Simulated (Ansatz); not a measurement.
# HfN (Pm-3m) in Ansatz: notebook

One crystal, HfN, is run at these levels: PBE; tasks: single point.

Everything below comes from runs of Ansatz 0.2.0. Logs are shortened: lines on timing, memory, paths and dates and some standing lists are left out, and cuts for length are marked.

**1. Starting point**

It takes space group Pm-3m (No. 221, cubic). Conventional cell: a = 2.825 Å, b = 2.825 Å, c = 2.825 Å, α = 90.00°, β = 90.00°, γ = 90.00°. Hf (site symmetry m-3m) has 8 N at 2.45 Å as nearest neighbours. Around N (site symmetry m-3m) lie 8 Hf at 2.45 Å.

The cell was built by a generator and needn't be a form met in nature.

**2. Single point, PBE**

Contents of input.yaml:

```yaml
crystal:
  lattice:
    - [2.82503, 0.0, 0.0]
    - [0.0, 2.82503, 0.0]
    - [0.0, 0.0, 2.82503]
  atoms:
    - { symbol: Hf, position: [0.5, 0.5, 0.5] }
    - { symbol: "N", position: [0.0, 0.0, 0.0] }
hamiltonian:
  xc: pbe
  pseudopotentials: { kind: paw }
kpoints:
  mp_grid: { grid: [9, 9, 9] }
scf:
  occupations: { method: fermi_dirac, width: 0.05 }
basis:
  ecutwfc: "350 eV"
output:
  forces: true
  stress: true
  eigenvalues: true
```

Potentials or basis: Ansatz PAW.

Command:

```bash
ansatz run input.yaml --threads 2 --pin off --max-ram 5632MiB --backend cpu --events-out ev --progress --plain --runs-dir out
```

What it wrote:

```text
Warning: basis.ecutwfc = 350 eV is below the records' recommended 420 eV, and the density's cutoff is lower with it unless basis.ecutrho_ratio is high enough to keep the records' density cutoff: compare with a run at a higher cutoff
Warning: RAYON_NUM_THREADS=2 ignored (pool sized by the plan → 2); use --threads N
Engine: ansatz 0.2.0, x86_64-unknown-linux-gnu
Pseudopotentials: kind: paw
Pseudopotential: Hf, paw, valence charge 26, recommended cutoff 420 eV (normal), Hf.paw.azcp
Pseudopotential: N, paw, valence charge 5, recommended cutoff 420 eV (normal), N.paw.azcp
Functional definition: PBE
  parameter kappa = 0.804
  parameter beta = 0.06672455060314922
  exchange = pbe_x(kappa = kappa, mu = beta*pi^2/3)
  correlation = pbe_c(beta = beta)
Crystal: 2 atoms, lattice volume = 22.546 Å³
Basis set: ecut = 350 eV, 341 PW (Γ), exchange–correlation on 36×36×36 points (8 copies of the dense FFT grid, shifted against one another)
Bands: 20, of which v1, the nominal top of the filled ones, is band 16 counted from 1 (15 counted from 0)
Symmetry: 48 space group operations
Space group: Pm-3m (ITA 221), of the structure as read, at distance tolerance 2.8e-5 Å
k-points: 35 of 729
Non-local potential: Hf, projectors of the file, l = 0: 3, l = 1: 2, l = 2: 2, l = 3: 3
Non-local potential: N, projectors of the file, l = 0: 2, l = 1: 2, l = 2: 1
PAW form: soft (Blöchl's): semilocal exchange-correlation on the pseudo side does not see the compensation charge
PAW one-centre angular grid: Hf, 590 points (default); XC on 64 Gauss nodes
PAW one-centre angular grid: N, 110 points (default); XC on 64 Gauss nodes
Initial density: superposition of atomic densities (neutral atoms: chi_scale 0, normalization atom), corrected by the library's trained network
Initial wavefunctions: pseudopotential atomic-orbital guess
Functional: x = pbe(κ = 0.804, μ = 0.2195149727645171), c = pbe(β = 0.06672455060314922)
SCF iter   1: F=—  HF=-16106.656574 eV  |F-HF|=—  |Δ(HF+E_count)|=         —  Δρ=9.40e-3  dr2=2.91e-2  ethr=1.77e-3  ⟨swp⟩=4.7  Hψ=2671  notcnv=0
preconditioner: auto → none  [metal: Δε(μ)=0.075 eV  Ē_g=18.553 eV  σ=0.050 eV  W_gap=0.35  n_scr=6 (ndim 8)  ℏωp=42.1 eV  f_vac=0.000  D(μ)=1.19/eV (n_scr^D=6)  sad-step TF]
SCF iter   2: F=—  HF=-16106.654421 eV  |F-HF|=—  |Δ(HF+E_count)|=   2.15e-3  Δρ=7.10e-3  dr2=1.71e-2  ethr=9.39e-5  ⟨swp⟩=1.1  Hψ=985  notcnv=0
SCF iter   3: F=—  HF=-16106.651415 eV  |F-HF|=—  |Δ(HF+E_count)|=   3.01e-3  Δρ=1.76e-3  dr2=8.14e-4  ethr=5.53e-5  ⟨swp⟩=2.9  Hψ=1201  notcnv=0
SCF iter   4: F=—  HF=-16106.650503 eV  |F-HF|=—  |Δ(HF+E_count)|=   9.12e-4  Δρ=5.66e-4  dr2=1.84e-5  ethr=2.63e-6  ⟨swp⟩=2.0  Hψ=1240  notcnv=0  defer=3
SCF iter   5: F=—  HF=-16106.650482 eV  |F-HF|=—  |Δ(HF+E_count)|=   2.16e-5  Δρ=3.91e-5  dr2=1.54e-7  ethr=5.93e-8  ⟨swp⟩=2.0  Hψ=1104  notcnv=0  defer=3
SCF iter   6: F=-16106.650482 eV  HF=-16106.650482 eV  |F-HF|=2.60e-8  |Δ(HF+E_count)|=   1.34e-7  Δρ=8.74e-6  dr2=1.51e-8  ethr=3.23e-10  ⟨swp⟩=5.6  Hψ=3024  notcnv=0
SCF 1 converged in 6 iterations: F = -16106.650482 eV  dr2 = 1.51e-8
SCF converged after 6 iterations
Free energy (F): -16106.650482 eV
Harris-Foulkes:  -16106.650482 eV  (|F-HF|=2.60e-8)
Internal energy: -16106.639356 eV  (E = F + TS)
E sigma→0 (E₀):  -16106.644919 eV
Entropy (-TS):   -0.011126 eV (-5.563 meV/atom)
Fermi energy:    23.292122 eV
--- Per-component energies (eV) ---
  E_band       = 194.931832
  E_kinetic    = 557.353476
  E_local      = -4674.029723  (includes V_loc(G=0)·N_el)
  E_nonlocal   = -1198.975504
  E_hartree    = 2225.672887
  E_xc         = -361.787859
  E_vxc        = -345.025092  (∫ρ·V_xc dr)
  E_paw        = -7054.492422  (= ΣΔE_a)
  E_vpaw       = 1404.253524  (= ΣTr[D̂ρ^β])
  E_aug_tail   = 0.000121  (compensation charges beyond the density's cutoff)
  E_ewald      = -5600.380333
  E_smearing   = -0.011126  (= −TS)
  E_closure    = 0.000000  (closes the sum)
  Σ components = -16106.650482   (vs F -16106.650482, Δ=0.00e0)
--- Forces (eV/Å), atoms counted from 1 ---
  atom   1  Hf     0.00000000     0.00000000     0.00000000
  atom   2  N     -0.00000000     0.00000000     0.00000000
  max |Σ_I F_I| component: 1.10e-28 eV/Å
--- Stress (GPa, compression-positive) ---
        0.975041       0.000000       0.000000
        0.000000       0.975041       0.000000
       -0.000000       0.000000       0.975041
  P = ⅓ Tr σ = 0.9750 GPa (9.750 kbar)
--- Band table (eV; the first three rows and the last of 35) ---
  k-point 0: bands = ["-38.7447", "-6.9194", "-6.9194", "-6.9194", "7.1322", "11.4039", "11.4039", "11.4039", "11.4440", "11.4440", "11.4440", "11.4582", "20.8457", "20.8457", "22.2169", "22.2169", "22.2169", "26.5631", "29.6075", "29.6075"]
  k-point 1: bands = ["-38.7343", "-7.0902", "-6.9043", "-6.9043", "7.3647", "11.3989", "11.4083", "11.4083", "11.4291", "11.4494", "11.4494", "11.4559", "20.1518", "20.9669", "22.0164", "22.0164", "22.6391", "27.3619", "29.6603", "29.6603"]
  k-point 2: bands = ["-38.7078", "-7.5023", "-6.8659", "-6.8659", "7.9770", "11.3864", "11.4025", "11.4169", "11.4169", "11.4502", "11.4664", "11.4664", "18.4928", "21.2940", "21.5287", "21.5287", "24.2867", "28.8554", "29.8356", "29.8356"]
  k-point 34: bands = ["-38.4927", "-7.7873", "-7.7787", "-7.7787", "10.0039", "11.4119", "11.4132", "11.4132", "11.4719", "11.4719", "11.4761", "11.8578", "16.6465", "16.6465", "17.0182", "29.8359", "30.4062", "30.4062", "31.3473", "31.3473"]
```

It took 0.67 s on 2 threads of Intel Xeon at 2.70GHz, shared host; peak memory 0.31 GiB.

What came out:

- Free energy: -16106.6505 eV
- Pressure: 1.0 GPa
- Band gap on the k mesh: none (metal or under the smearing width)

Caveat: the pressure holds a Pulay correction of +4.4 GPa for the finite cutoff; the cutoff lies under the one recommended for these potentials. The run has no spin-orbit coupling, so splittings on Hf are missing.

**3. Single point, PBE**

Edit input.yaml of step 2 so:

```diff
@@ -12,7 +12,5 @@
 kpoints:
-  mp_grid: { grid: [9, 9, 9] }
+  mp_grid: { grid: [5, 5, 5] }
 scf:
   occupations: { method: fermi_dirac, width: 0.05 }
-basis:
-  ecutwfc: "350 eV"
 output:
```

Potentials or basis: Ansatz PAW.

Command:

```bash
ansatz run input.yaml --threads 2 --pin off --max-ram 5632MiB --backend cpu --events-out ev --progress --plain --runs-dir out
```

Run time: 0.66 s. Hardware: 2 threads of Intel Xeon at 2.70GHz, shared host; peak memory 0.3 GiB.

Results (log left out):

```
Free energy            : -16106.7645 eV
Pressure               : -0.6 GPa
Band gap on the k mesh : none (metal or under the smearing width)
```

Levels at points of the mesh, in eV from the Fermi level:
| k point | band 14 | band 15 | band 16 | band 17 | band 18 | band 19 |
| --- | --- | --- | --- | --- | --- | --- |
| (0.00, 0.00, 0.00) | -2.90 | -1.53 | -1.53 | -1.53 | 2.83 | 5.86 |

Caveat: the k mesh is coarse (spacing up to 0.44 Å⁻¹), so the values aren't converged; the pressure holds a Pulay correction of +0.4 GPa for the finite cutoff.
